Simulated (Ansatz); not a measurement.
# CO$_{2}$: from supercell energies to defect levels (O vacancy)

The calculation used DFT PBE+D3(BJ), scalar-relativistic, plane waves, PAW in Ansatz 0.2.0. (420 eV cutoff, 2×2×2 k-mesh, Gaussian smearing of 0.01 eV, collinear spin in charge +1 alone)

Host crystal, relaxed:

```xyz
6
Lattice="2.7956 -2.5133 0.0000 2.7956 2.5133 0.0000 0.0000 0.0000 6.7430" Properties=species:S:1:pos:R:3 pbc="T T T"
C     0.0000    0.0000    0.0000
C     2.7956    0.0000    3.3715
O     2.7956   -1.5747    6.0459
O     2.7956    1.5747    0.6971
O     2.7956   -0.9386    2.6744
O     2.7956    0.9386    4.0686
```

The O vacancy was set at (0.813, 0.187, 0.897) of the host cell, in a supercell of 48 sites (758 Å³), relaxed at fixed cell in each charge q. The host's Kohn–Sham gap is 6.53 eV and its static dielectric constant 2.1 (mean). For each charge: the supercell's free energy over the neutral one with q electrons exchanged at the valence band top, F(q) − F(0) + qE_v; the image-charge term; and the term that aligns the potential far from the defect with the host's.

| q | F(q) − F(0) + qE_v (eV) | image charge (eV) | alignment (eV) |
| --- | --- | --- | --- |
| +1 | 0.247 | 1.112 | -0.626 |
| 0 | 0.000 | 0.000 | 0.000 |

Add the terms and find the levels between neighbouring charges, ε(q/q′) = [A(q′) − A(q)]/(q − q′), with and without the two corrections.

A(q): 0.733 eV for +1, 0.000 eV for 0.
```csv
level,corrected (eV over E_v),uncorrected (eV)
(+1/0),-0.73,-0.25
```

As a check, a point charge in a simple cubic cell of this volume has q²αe²/(2εL) = 1.090 q² eV (e² = 14.40 eV Å, α = 2.837, L = 9.12 Å); the shape of the real cell and the anisotropy of ε can change it somewhat. The term grows as q², so it pushes donor levels down and acceptor levels up. The program doubts the alignment for q = +1, so levels beside it are uncertain by about that term.

Which of these charges is lowest with the Fermi level at the valence band top, at mid-gap and at the conduction band bottom?

The line A(q) + qE_F that lies lowest gives the charge: 0 at E_F = 0.00 eV, 0 at E_F = 3.27 eV, 0 at E_F = 6.53 eV. (+1/0) falls outside this Kohn–Sham gap, so the change of charge isn't reached within it; the real gap is usually wider and may hold a localised level, while a level that comes from a carrier in the host's bands only marks the band edge and moves with it. In charge +1 the cell has partly filled levels, from a carrier spread over the host's bands, a defect level that the small cell broadens into a band, or a degenerate defect level that the symmetric start can't split, so the levels beside it are doubtful. In charge +1 the extra carrier sits in the host's bands, sampled away from their edge; a term of -0.73 eV would put the level beside it at that edge (it also undoes corrections that don't apply to a spread carrier) and isn't included above. Charges beyond those computed could lie lower near the band edges.

The neutral defect forms at 3.42 eV with atoms taken from and returned to the elements. What are the formation energies at those three Fermi levels, and what share of sites would hold the defect at 1200 K with E_F at mid-gap, if the host still stood at that temperature?

E_f = E_f(0) + A(q) + qE_F = 3.42, 3.42, 3.42 eV. In the dilute limit the share is exp(−E_f/k_BT) = exp(−3.418/0.1034) = 4.4×10⁻¹⁵, leaving out degeneracy and vibrational entropy. This is the O-rich limit; a poorer supply of O lowers E_f, in a binary host by up to its heat of formation per O atom. The small cell and the narrow Kohn–Sham gap leave errors of tenths of an eV or more, which change the share by orders of magnitude.

4 further runs of this set didn't finish or converge.